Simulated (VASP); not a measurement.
Wanted: the native input for a VASP 6.6.1 run.

```
Task                   : relaxation of cell and atoms
Functional             : PBEsol
Potentials or basis    : VASP PAW PBE potentials, release 64 (Al)
Cutoff                 : 600 eV
k mesh                 : 24 × 24 × 24
Occupations            : gaussian, width 0.1 eV
Spin                   : no spin polarisation
Dipole correction      : no
Further INCAR settings : ALGO = Fast; EDIFF = 1e-06; IBRION = 2; EDIFFG = -0.01; NSW = 100; ISIF = 3
```

The structure of Al lies in POSCAR:

```
Al
1.0
   -1.6055348890      1.6055348890      1.6055348890
    1.6055348890     -1.6055348890      1.6055348890
    1.6055348890      1.6055348890     -1.6055348890
Al
1
Direct
    0.0000000000      0.0000000000      0.0000000000
```

The cell was built by a generator and needn't be a form met in nature.

The input as run:

INCAR

```
ALGO = Fast ; EDIFF = 1E-6
EDIFFG = -0.01 ; ENCUT = 600
GGA = PS ; IBRION = 2
ISIF = 3 ; ISMEAR = 0
LASPH = T ; LCHARG = F
LREAL = F ; LWAVE = F
NELM = 100 ; NSW = 100
PREC = Accurate ; SIGMA = 0.1
```

KPOINTS

```
k-points
0
Gamma
  24 24 24
```

Potentials or basis: VASP PAW PBE potentials, release 64 (Al).

Run with:

```bash
$ cat potpaw_PBE.64/Al/POTCAR > POTCAR
$ mpirun -np 1 vasp_std > vasp.out
```

Results of the run:

| Property | Result |
| --- | --- |
| Relaxed volume | 16.59 Å³/atom |
| Relaxed cell | a = 2.783 Å, b = 2.783 Å, c = 2.783 Å, α = 109.47°, β = 109.47°, γ = 109.47° |
| Space group after relaxing (to 0.05 Å) | Im-3m (No. 229) |
| Energy gained by relaxing | 0.0 meV/atom |
| Ionic steps | 2 |
| Pressure after relaxing | 0.0 GPa |
| Band gap on the k mesh | none (metal or under the smearing width) |

Caveat: the PAW data sets were made with another functional, which shifts forces and pressure a little.

Run time: 17 s on 1 thread of Intel(R) Xeon(R) Platinum 8488C (Sapphire Rapids) (shared host), peak memory 0.17 GiB.
